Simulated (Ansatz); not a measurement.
**How stiff is this cell of Te2Mo?**

Cell: a structure deposited in the COD whose atoms were relaxed with PBE, the cell held.

```
Te Mo
1.0
     6.33000    0.00000    0.00000
     0.00000    3.46900    0.00000
    -0.94679    0.00000   13.82762
Te Mo
8 4
Direct
  0.55705 0.75000 0.35042
  0.44295 0.25000 0.64958
  0.58768 0.25000 0.10423
  0.41232 0.75000 0.89577
  0.09681 0.75000 0.14997
  0.90319 0.25000 0.85003
  0.05481 0.25000 0.39548
  0.94519 0.75000 0.60452
  0.32072 0.75000 0.50673
  0.67928 0.25000 0.49327
  0.18137 0.25000 0.00767
  0.81863 0.75000 0.99233
```

Atom numbers follow the list; atoms alike are taken as one site, whose name carries the number of the first.

Method: Kohn–Sham DFT in Ansatz, PBE, plane waves and PAW, scalar-relativistic, 420 eV cutoff, Γ-centred 7×13×4 k-points, Fermi–Dirac smearing 0.05 eV.

The cell is stretched along z (the third Cartesian axis of the run's cell), x and y held, and the ions relax again each time. Tension counts as positive.

| strain along z (%) | stress along z (GPa) | stress along x (GPa) |
| --- | --- | --- |
| -3 | -3.1 | -3.3 |
| -2 | -2.6 | -2.9 |
| -1 | -2.1 | -2.6 |
| 0 | -1.8 | -2.3 |
| +1 | ? | ? |
| +2 | -1.4 | -1.8 |
| +3 | -1.2 | -1.7 |

(1) Estimate the row at +1 % from the others.

Answers

(1) stress along z (GPa): -1.5; stress along x (GPa): -2.1. Worked: parabolas through the other 6 rows give -1.5 and -2.1 GPa at +1 %. Their slopes at zero strain are 31 GPa (the stiffness along z) and 27 GPa (the coupling of z to x). They hold at this cell, where the calculated pressure is 2.1 GPa, and with no gap in the run.

All values belong to this cell and structure model.
